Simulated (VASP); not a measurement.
Input of a VASP 6.6.1 run:

File POSCAR:

```
GaAs                                    
1.0
    0.0000000000      2.8313993248      2.8313993248
    2.8313993248      0.0000000000      2.8313993248
    2.8313993248      2.8313993248      0.0000000000
  Ga              As            
     1     1
Direct
     0.0000000000000000    0.0000000000000000    0.0000000000000000
     0.2500000000000000    0.2500000000000000    0.2500000000000000
```

INCAR.step1

```
  PREC = Accurate
  ENCUT = 520
  EDIFF = 1E-5
  ISMEAR = 0
  SIGMA = 0.03
  LREAL = False
  LASPH = True
  NELM = 80
  ALGO = Normal
  LWAVE = True
  LCHARG = False
  KPAR = 4
  GGA = PE
```

The input INCAR.step2:

```
  PREC = Accurate
  ENCUT = 520
  EDIFF = 1E-6
  ISMEAR = 0
  SIGMA = 0.03
  LREAL = False
  LASPH = True
  NELM = 80
  ALGO = Normal
  ISIF = 3
  LWAVE = False
  LCHARG = False
  GGA = PE
  LHFCALC = True
  HFSCREEN = 0.2
  PRECFOCK = Fast
  IBRION = 2
  NSW = 25
  EDIFFG = -0.01
  KPAR = 4
  ISTART = 1
```

File KPOINTS:

```
Automatic mesh
0
Gamma
  6 6 6
```

Potentials or basis: VASP PAW PBE potentials, release 64 (Ga_d, As).

Run with:

```console
$ cat potpaw_PBE.64/Ga_d/POTCAR potpaw_PBE.64/As/POTCAR > POTCAR
$ cp INCAR.step1 INCAR
$ mpirun -np 4 vasp_std > vasp.out
$ cp INCAR.step2 INCAR
$ mpirun -np 4 vasp_std > vasp.out
```

(1) What does it give for the relaxed cell?

(2) Predict the space group after relaxing (to 0.05 Å).

(3) Predict the relaxed volume.

(4) Estimate the band gap on the k mesh.

Results:

(1) a = 4.015 Å, b = 4.015 Å, c = 4.015 Å, α = 60.00°, β = 60.00°, γ = 60.00°.

(2) F-43m (No. 216).

(3) 22.88 Å³/atom.

(4) 1.32 eV, direct.

Caveat: the PAW data sets were made with another functional, which shifts forces and pressure a little.
